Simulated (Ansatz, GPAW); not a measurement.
# A C7 chain between two Pd chains: relaxation, then transmission at several levels, part 3 of 3

How well does a C7 chain between two Pd chains conduct once its atoms have relaxed, and how much do cheaper levels lose?

GPAW 26.7.0 and Ansatz 0.2.0; Ansatz plane waves; relaxation of the junction with the lead ends held (the session's first sound run).

So far, transmission at the Fermi level (one spin): step 3 (plane-wave reference (PBE)) 0.109; step 5 (single-zeta polarised basis, PBE, GPAW) 0.0428; step 6 (GPAW, sz: basis = "sz(dzp)", PBE, GPAW) 0.0591; step 7 (revPBE in the dzp basis: xc = "revPBE") 0.0845; step 8 (without the relaxation: geometry = "as built", PBE, GPAW) 0.343.

### 11. Basis sz(dzp), k-points along the lead 40

A smaller basis is cheaper in every inversion. The lead's own mesh along the current sets its density and potential; where the lead is aligned to the junction's end layer, a rigid shift drops out.

This step: GPAW LCAO, PAW setups; Landauer transmission from Green's functions with principal layers (ASE), zero bias (GPAW 26.7.0).

Contents of run.py:

```python
import json
import numpy as np
from ase import Atoms
from ase.transport.calculators import TransportCalculator
from gpaw import GPAW, FermiDirac
from gpaw.lcao.tools import get_lcao_hamiltonian
from scipy.linalg import eigh

# The junction with lead layers at both ends, along the third cell vector
device = Atoms(
    ['Pd', 'Pd', 'Pd', 'Pd', 'Pd', 'Pd', 'Pd', 'Pd', 'C', 'C', 'C', 'C', 'C', 'C', 'C', 'Pd', 'Pd', 'Pd', 'Pd', 'Pd', 'Pd', 'Pd', 'Pd'],
    positions=[
        [4.50000, 4.50000, 1.25000],
        [4.50000, 4.50000, 3.75000],
        [4.50000, 4.50000, 6.25000],
        [4.50000, 4.50000, 8.75000],
        [4.50000, 4.50000, 11.25000],
        [4.50000, 4.50000, 13.75000],
        [4.93494, 4.46591, 16.30608],
        [3.96096, 4.50576, 18.75155],
        [4.31580, 4.49317, 20.57535],
        [4.41992, 4.49613, 21.86097],
        [4.46509, 4.50324, 23.15988],
        [4.49632, 4.51897, 24.44696],
        [4.52078, 4.54074, 25.73395],
        [4.54723, 4.58095, 27.03298],
        [4.59525, 4.66838, 28.31874],
        [4.74317, 4.96916, 30.14844],
        [4.33220, 4.13411, 32.61116],
        [4.50000, 4.50000, 35.17700],
        [4.50000, 4.50000, 37.67700],
        [4.50000, 4.50000, 40.17700],
        [4.50000, 4.50000, 42.67700],
        [4.50000, 4.50000, 45.17700],
        [4.50000, 4.50000, 47.67700]],
    cell=[[9.0, 0.0, 0.0], [0.0, 9.0, 0.0], [0.0, 0.0, 48.927]],
    pbc=True)

# One principal layer of the lead: the first 5 atoms of the device
lead = Atoms(
    ['Pd', 'Pd', 'Pd', 'Pd', 'Pd'],
    positions=[
        [4.50000, 4.50000, 1.25000],
        [4.50000, 4.50000, 3.75000],
        [4.50000, 4.50000, 6.25000],
        [4.50000, 4.50000, 8.75000],
        [4.50000, 4.50000, 11.25000]],
    cell=[[9.0, 0.0, 0.0], [0.0, 9.0, 0.0], [0.0, 0.0, 12.5]],
    pbc=True)

settings = dict(mode='lcao', basis='sz(dzp)', xc='PBE', h=0.2,
                occupations=FermiDirac(0.1), maxiter=250,
                mixer=dict(beta=0.1, nmaxold=8, weight=100.0),
                convergence=dict(density=0.0001))
energies = np.arange(-2, 2 + 1e-9, 0.025)
eta = 0.0001
n1, n2 = 1, 1
# k and -k transmit alike, so half of the mesh across the current serves
mesh = [(i, j) for i in range(n1) for j in range(n2) if (i, j) <= (-i % n1, -j % n2)]
weights = np.array([1 if (i, j) == (-i % n1, -j % n2) else 2 for i, j in mesh]) / (n1 * n2)

# [... helper functions left out ...]
fermi_lead = ground_state(lead, (1, 1, 40), 'lead.txt')
fermi_device = ground_state(device, (1, 1, 2), 'device.txt')
# [... loop over the mesh left out, but for ...]
        # Shift the lead onto the potential of the device's first layer
        shift = ((H[:, 0, 0] - H0[:, 0, 0]) / S0[0, 0]).real.mean()
# [...]
kT = 8.617333e-5 * 300
bias = [0.1, 0.2, 0.5, 1.0, 1.5, 2.0]
# [... integrals and printing left out ...]
```

The run is started by

```
OMP_NUM_THREADS=1 OPENBLAS_NUM_THREADS=1 python run.py
```

It took 4.5 min on 1 thread of Arm Neoverse V1, shared host; peak memory 1.7 GiB.

Numbers from this step:

```yaml
conductance: 0.05209 G₀
largest_coupling_past_the_next_principal_layer: 1.09e-4 eV
largest_misfit_of_the_first_principal_layer: 0.04004 eV
shift_that_aligns_the_lead: -3.64e-4 eV
basis_functions_of_the_junction: 220
basis_functions_of_a_principal_layer: 60
transmission_at_the_fermi_level_one_spin: 0.05907
```

One spin. Transmission, zone mean against energy, zero at the Fermi level:

```csv
energy (eV),"transmission, zone mean"
-2.000,0.794
-1.900,1.10
-1.800,1.46
-1.700,1.72
-1.600,1.82
-1.500,1.88
-1.400,1.94
-1.375,1.94
-1.300,1.81
-1.200,0.817
-1.100,0.0281
-1.000,0.173
-0.900,0.496
-0.825,0.675
-0.800,0.665
-0.700,0.350
-0.600,0.225
-0.575,1.07
-0.500,0.130
-0.400,0.107
-0.300,0.119
-0.200,0.106
-0.100,0.0924
0.000,0.0591
0.100,6.9e-4
0.200,0.00447
0.300,0.255
0.400,0.0119
0.500,0.00327
0.600,0.00155
0.700,9.0e-4
0.800,5.8e-4
0.900,4.0e-4
1.000,2.9e-4
1.100,2.1e-4
1.200,1.6e-4
1.300,1.3e-4
1.400,1.0e-4
1.500,7.9e-5
1.600,6.4e-5
1.700,5.1e-5
1.800,4.1e-5
1.900,3.3e-5
2.000,2.6e-5
```

Not self-consistent under bias; the bias window is split evenly. Table of current through one cell, from the zero-bias transmission by bias:

```csv
bias (V),"current through one cell, from the zero-bias transmission (μA)"
0.100,0.395
0.200,0.769
0.500,2.09
1.000,4.89
1.500,11.4
2.000,20.7
```

Table of transmission of the three most open eigenchannels by energy, zero at the Fermi level:

```csv
energy (eV),channel 1,channel 2,channel 3
-2.000,0.610,0.184,1.5e-9
-1.900,0.770,0.332,4.2e-9
-1.800,0.880,0.576,1.2e-8
-1.700,0.918,0.798,3.2e-8
-1.600,0.916,0.899,7.6e-8
-1.500,0.948,0.929,1.5e-7
-1.400,0.973,0.963,2.2e-7
-1.300,0.919,0.895,2.0e-7
-1.200,0.669,0.149,1.8e-8
-1.100,0.0251,0.00299,2.7e-7
-1.000,0.103,0.0693,6.7e-7
-0.900,0.262,0.234,4.7e-7
-0.800,0.386,0.279,3.0e-7
-0.700,0.180,0.170,2.5e-7
-0.600,0.122,0.103,2.1e-6
-0.500,0.0821,0.0479,3.0e-7
-0.400,0.0711,0.0360,2.5e-6
-0.300,0.0816,0.0374,3.3e-5
-0.200,0.0680,0.0379,6.3e-5
-0.100,0.0557,0.0367,4.6e-6
0.000,0.0351,0.0240,1.1e-6
0.100,6.9e-4,1.7e-10,0
0.200,0.00447,0,0
0.300,0.255,0,0
0.400,0.0119,0,0
0.500,0.00327,0,0
0.600,0.00155,0,0
0.700,9.0e-4,0,0
0.800,5.8e-4,0,0
0.900,4.0e-4,0,0
1.000,2.9e-4,0,0
1.100,2.1e-4,0,0
1.200,1.6e-4,0,0
1.300,1.3e-4,0,0
1.400,1.0e-4,0,0
1.500,7.9e-5,0,0
```

The conductance, 0.0521 G₀, lies 42 % below that of the dzp run.

### 12. Outcome

```
conductance                                        : 0.0904 G₀
transmission at the Fermi level, mean of the spins : 0.0940
```

In the dzp basis the junction conducts 0.0904 G₀ at 300 K, with T = 0.0940 a spin at the Fermi level; no smaller basis tried comes within 10 % of that conductance. Relaxation moved atoms by up to 0.54 Å and took the conductance from 0.325 to 0.0904 G₀, as a ratio a larger change than the step from dzp to the minimal basis. Plane waves (PBE) give T = 0.109 there. At the Fermi level two eigenchannels carry the current (0.056 and 0.038). Measured against the first run (pw-pbe), the nearest curve is that of dzp-revPBE (r.m.s. 0.24) and the farthest that of asbuilt (0.37). Over the compared runs wall time goes from 210 s (pw-pbe) to 520 s (asbuilt), on a shared host; the plane-wave run used 4 threads and the orbital runs 1. The leads kept an estimated spacing and the cell its length, so the junction may be under some tension or compression. The run had no spin polarisation, so a magnetic state, which chains and small molecules with open shells often have, wasn't tested. An evenly spaced straight chain is an idealisation: free chains tend to dimerise, zigzag or, where a band edge lies near the Fermi level, turn magnetic. The currents use the zero-bias T(E) throughout, which holds only while the bias is small against the distance to the nearest feature. Within about eight thermal energies of the Fermi level ln T(E) bends sharply from one computed energy to the next, or the lead's channel count changes, so the thermal averages, above all the thermopower, rest on an interpolation that may be rough.

[Logs are printed without paths, hosts, clocks, repeated set-up lines and the standing remarks that a program may print on its own settings, such as how far it seeks lower states.]

[Hosts, paths, dates, database ids (printed as entryN), source tags and the programs' standing remarks are cut or masked in the printed files.]
